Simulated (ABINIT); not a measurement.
Runs of ABINIT 10.8.3 (patched build) on ZnSe (Stilleite). It takes space group F-43m (No. 216, cubic). Conventional cell: a = 5.668 Å, b = 5.668 Å, c = 5.668 Å, α = 90.00°, β = 90.00°, γ = 90.00°. Se (site symmetry -43m) is surrounded by 4 Zn at 2.45 Å. Around Zn (site symmetry -43m) lie 4 Se at 2.45 Å. 

```tsv
task	level	potentials or basis	k mesh	cutoff (eV)	fine-grid cutoff	gap on the mesh (eV)	V0 of scaled cells (Å³/atom)	B0 (GPa)
band structure	PBE	SPMS NC PBE v1.0	8 × 8 × 8	925	-	1.28	-	-
equation of state	LDA	JTH PAW LDA v2.0	8 × 8 × 8	544	1088.46 eV	-	(a)	71
equation of state	LDA-PZ	JTH PAW LDA v2.0	8 × 8 × 8	544	1088.46 eV	-	21.59	(c)
equation of state	PBE+D3(BJ)	JTH PAW PBE v2.0	8 × 8 × 8	544	1088.46 eV	-	22.62	64
single point	PBE	JTH PAW PBE v2.0	6 × 6 × 6	544	1088.46 eV	(b)	-	-
```

Alike in all rows: no spin polarisation; cell as given; smearing fermi-dirac 0.05 eV.

**Question.** Estimate the missing entries.

**Answer.** (a) 21.57; (b) 1.29; (c) 70.

Caveats: pressures at fixed basis lie under the slope of the energies (some runs).

A k mesh can miss the band edges, and the runs leave out spin-orbit coupling on Se.

Not every run made on this cell is shown here.
